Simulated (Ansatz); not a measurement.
CuO (Tenorite):

```
Cu O
1.0
     2.34185   -1.71130    0.00000
     2.34185    1.71130    0.00000
    -0.85003    0.00000    5.05787
Cu O
2 2
Direct
  0.50000 0.00000 0.50000
  0.00000 0.50000 0.00000
  0.41840 0.58160 0.75000
  0.58160 0.41840 0.25000
```

| Item | Value |
| --- | --- |
| Program | Ansatz 0.2.0 |
| Task | single point |
| Functional | PBEsol |
| Potentials or basis | all-electron LAPW, scalar-relativistic |
| Cutoff | 439 eV (chosen from the basis error) |
| Basis error allowed | 0.001 eV/atom |
| k mesh | 10 × 10 × 5 |
| Occupations | fermi-dirac, width 0.05 eV |
| Spin | no spin polarisation |

On this cell: pressure -2.7 GPa; largest force 0.358 eV/Å; band gap on the k mesh none (metal or under the smearing width).

The same run follows on a disturbed copy (atoms moved at random, drawn with an rms of 0.05 Å):

```
CELL_PARAMETERS angstrom
2.34185 -1.71130 0.00000
2.34185 1.71130 0.00000
-0.85003 0.00000 5.05787
ATOMIC_POSITIONS crystal
Cu 0.50631 0.99109 0.50005
Cu 0.99695 0.51187 0.00777
O 0.41258 0.58217 0.75430
O 0.57936 0.40935 0.25162
```

Task: What does the disturbed cell give?

Result: The energy (extrapolated to zero smearing) moves by +5.4 meV/atom; pressure -3.0 GPa; largest force 0.491 eV/Å; band gap on the k mesh none (metal or under the smearing width).

Forces on the atoms (eV/Å):
```
Cu  -0.046  0.139  0.375
Cu  -0.188  0.005 -0.329
O    0.096 -0.471 -0.098
O    0.138  0.327  0.051
```

Stress tensor (GPa, compression positive):
```
-3.29 -0.17 -0.84
-0.17 -0.59 -0.44
-0.84 -0.44 -5.04
```

Caveats: the run has no spin polarisation, though such a crystal can be magnetic; semilocal functionals often make such compounds metallic where correlation or magnetic order opens a gap, which also shifts bond lengths.
